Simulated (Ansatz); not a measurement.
## Molecular dynamics of TaS2

Input file:

```yaml
crystal:
  lattice:
    - [6.67891, 0.0, 0.0]
    - [0.0, 23.484601, 0.0]
    - [0.0, 0.0, 16.308695]
  atoms:
    - { symbol: Ta, position: [0.93836722, 0.75, 0.06131698] }
    - { symbol: Ta, position: [0.81286286, 0.24999998, 0.19352784] }
    - { symbol: S, position: [0.81161197, 0.3159495, 0.09128623] }
    - { symbol: S, position: [0.81161197, 0.1840505, 0.09128623] }
    - { symbol: S, position: [0.93884629, 0.68328817, 0.15699079] }
    - { symbol: S, position: [0.93884544, 0.81671093, 0.15699185] }
    - { symbol: Ta, position: [0.43836722, 0.75, 0.06131698] }
    - { symbol: Ta, position: [0.31286307, 0.24999998, 0.19352787] }
    - { symbol: S, position: [0.31161197, 0.3159495, 0.09128623] }
    - { symbol: S, position: [0.31161197, 0.1840505, 0.09128623] }
    - { symbol: S, position: [0.43884692, 0.68328833, 0.15699123] }
    - { symbol: S, position: [0.43884601, 0.81671068, 0.1569925] }
    - { symbol: Ta, position: [0.18842785, 0.74999902, 0.23415515] }
    - { symbol: Ta, position: [0.06472397, 0.25000038, 0.36748391] }
    - { symbol: S, position: [0.06305089, 0.3181842, 0.27007281] }
    - { symbol: S, position: [0.06305087, 0.18181613, 0.27007335] }
    - { symbol: S, position: [0.18923413, 0.6798695, 0.3319554] }
    - { symbol: S, position: [0.18922566, 0.82013007, 0.3319546] }
    - { symbol: Ta, position: [0.68843021, 0.74999903, 0.23415301] }
    - { symbol: Ta, position: [0.56268224, 0.25000037, 0.3674842] }
    - { symbol: S, position: [0.56289877, 0.31818506, 0.27007241] }
    - { symbol: S, position: [0.56289878, 0.18181529, 0.27007295] }
    - { symbol: S, position: [0.6892435, 0.67986965, 0.33195059] }
    - { symbol: S, position: [0.6892368, 0.82012997, 0.33194977] }
basis:
  ecutwfc: 420.0
kpoints:
  mp_grid: { grid: [1, 1, 1] }
hamiltonian:
  xc: pbe
  dispersion: d3bj
scf:
  occupations: { method: fermi_dirac, width: 0.05 }
  lower_state_search: "off"
md:
  timestep: 2
  n_steps: 300
  ensemble: nve
  temperature: 600.0
  initial_velocities: maxwell_boltzmann
  seed: 736872
  constraints: [{ sites: [0, 2, 3, 6, 8, 9] }]
```

Run as:

```bash
$ ansatz run input.yaml --threads 4 --pin off --max-ram 10240MiB --backend cpu --events-out ev --progress --plain --runs-dir out
```

It goes on from the last frame of an earlier run, with new velocities.

Output, in part (step lines):

```
md step     0: t =     0.00 fs  T =   600.0 K  F+E_penalty+E_count = -93893.73151291 eV  E_kin = 1.396008 eV  conserved = -93892.33550492 eV  (15 SCF iters)
md step     1: t =     2.00 fs  T =   600.9 K  F+E_penalty+E_count = -93893.73371402 eV  E_kin = 1.398156 eV  conserved = -93892.33555777 eV  (11 SCF iters)
md step     2: t =     4.00 fs  T =   594.2 K  F+E_penalty+E_count = -93893.71807652 eV  E_kin = 1.382535 eV  conserved = -93892.33554142 eV  (11 SCF iters)
md step     3: t =     6.00 fs  T =   580.0 K  F+E_penalty+E_count = -93893.68492499 eV  E_kin = 1.349478 eV  conserved = -93892.33544664 eV  (11 SCF iters)
md step     4: t =     8.00 fs  T =   559.0 K  F+E_penalty+E_count = -93893.63581466 eV  E_kin = 1.300539 eV  conserved = -93892.33527534 eV  (11 SCF iters)
md step     5: t =    10.00 fs  T =   532.3 K  F+E_penalty+E_count = -93893.57349112 eV  E_kin = 1.238450 eV  conserved = -93892.33504147 eV  (4 SCF iters)
md step     6: t =    12.00 fs  T =   501.5 K  F+E_penalty+E_count = -93893.50166750 eV  E_kin = 1.166898 eV  conserved = -93892.33476989 eV  (3 SCF iters)
md step     7: t =    14.00 fs  T =   468.5 K  F+E_penalty+E_count = -93893.42463983 eV  E_kin = 1.090148 eV  conserved = -93892.33449141 eV  (3 SCF iters)
[... lines left out ...]
md step   300: t =   600.00 fs  T =  1442.2 K  F+E_penalty+E_count = -93895.68991262 eV  E_kin = 3.355587 eV  conserved = -93892.33432565 eV  (11 SCF iters)
```

The steps, from the saved trajectory:

| time (fs) | T (K) | potential energy less start (eV) | conserved less start (meV/atom) |
| --- | --- | --- | --- |
| 0.0 | 600 | 0.000 | 0.00 |
| 20.0 | 374 | 0.528 | 0.07 |
| 40.0 | 274 | 0.759 | 0.05 |
| 60.0 | 329 | 0.632 | 0.05 |
| 80.0 | 448 | 0.354 | 0.04 |
| 100.0 | 561 | 0.091 | 0.03 |
| 120.0 | 485 | 0.269 | -0.01 |
| 140.0 | 675 | -0.177 | -0.05 |
| 160.0 | 597 | 0.008 | 0.02 |
| 180.0 | 453 | 0.344 | 0.06 |
| 200.0 | 713 | -0.263 | 0.01 |
| 220.0 | 815 | -0.501 | -0.03 |
| 240.0 | 663 | -0.148 | -0.04 |
| 260.0 | 496 | 0.242 | 0.06 |
| 280.0 | 586 | 0.033 | 0.03 |
| 300.0 | 684 | -0.194 | 0.01 |
| 320.0 | 678 | -0.182 | 0.01 |
| 340.0 | 667 | -0.156 | 0.02 |
| 360.0 | 595 | 0.012 | 0.02 |
| 380.0 | 442 | 0.367 | 0.04 |
| 400.0 | 593 | 0.016 | 0.00 |
| 420.0 | 639 | -0.091 | 0.03 |
| 440.0 | 638 | -0.086 | 0.05 |
| 460.0 | 741 | -0.328 | -0.01 |
| 480.0 | 726 | -0.292 | 0.01 |
| 500.0 | 708 | -0.250 | 0.04 |
| 520.0 | 802 | -0.470 | 0.01 |
| 540.0 | 861 | -0.606 | 0.06 |
| 560.0 | 923 | -0.751 | 0.02 |
| 580.0 | 950 | -0.811 | 0.07 |
| 600.0 | 1442 | -1.958 | 0.05 |

All steps were run. The conserved energy stayed within 0.15 meV per atom of its start (net change 0.049 meV per atom), so the integration is sound. A run of 0.6 ps of so small a system gives no equilibrium averages. Limits of this set-up: coarse k mesh, slab without dipole correction.

Mean squared displacements from the first frame to the last: Ta 0.18 Å², S 1.29 Å².

Last frame:

```xyz
24
Lattice="6.6789 0.0000 0.0000 0.0000 23.4846 0.0000 0.0000 0.0000 16.3087" Properties=species:S:1:pos:R:3
Ta 6.267 17.613 1.000
Ta 5.432 5.845 3.110
S 5.421 7.420 1.489
S 5.421 4.322 1.489
S 4.846 15.852 1.913
S 6.519 19.529 2.220
Ta 2.928 17.613 1.000
Ta 2.132 5.816 3.150
S 2.081 7.420 1.489
S 2.081 4.322 1.489
S 1.991 16.335 -0.615
S 3.269 19.344 2.610
Ta 1.381 18.366 4.131
Ta 0.612 5.841 5.893
S 0.415 7.529 4.396
S 0.411 4.224 4.262
S 0.361 16.519 4.808
S 0.898 19.858 5.808
Ta 5.270 17.743 3.378
Ta 3.488 5.869 5.963
S 3.792 7.434 4.297
S 3.817 4.262 4.270
S 3.405 17.437 5.018
S 5.382 19.095 5.407
```

Time of the run: 22 min on 4 threads of Arm Neoverse V2, with other jobs on the host, peak memory 1.7 GiB.
